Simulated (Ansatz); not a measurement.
**FeO (Wuestite): single point with PBE**

FeO (Wuestite):

```
Fe O
1.0
     0.00000    2.15540    2.15540
     2.15540    0.00000    2.15540
     2.15540    2.15540    0.00000
Fe O
1 1
Direct
  0.00000 0.00000 0.00000
  0.50000 0.50000 0.50000
```

```
Program             : Ansatz 0.2.0
Task                : single point
Functional          : PBE
Potentials or basis : Ansatz PAW
Cutoff              : 420 eV (not typed: the program's choice for these potentials)
k mesh              : 9 × 9 × 9
Occupations         : fermi-dirac, width 0.05 eV
Spin                : collinear spin, ferromagnetic start
Starting moments    : [3.0, 0.0] μB
Fixed moment        : 3 μB
```

- Pressure: -11.0 GPa
- Net moment: 3.00 μB per cell
- Absolute moment: 3.02 μB per cell
- Site moments: Fe +2.73; O +0.09 μB

It took 1.1 s on 2 threads of Arm Neoverse V2, on a shared host, peak memory 0.27 GiB.

Caveat: the pressure holds a Pulay correction of +0.6 GPa for the finite cutoff; the total moment is fixed, so each spin has its own Fermi level; a cell with one magnetic atom can't hold antiferromagnetic order, which such compounds often take; the thresholds are loose for stress.
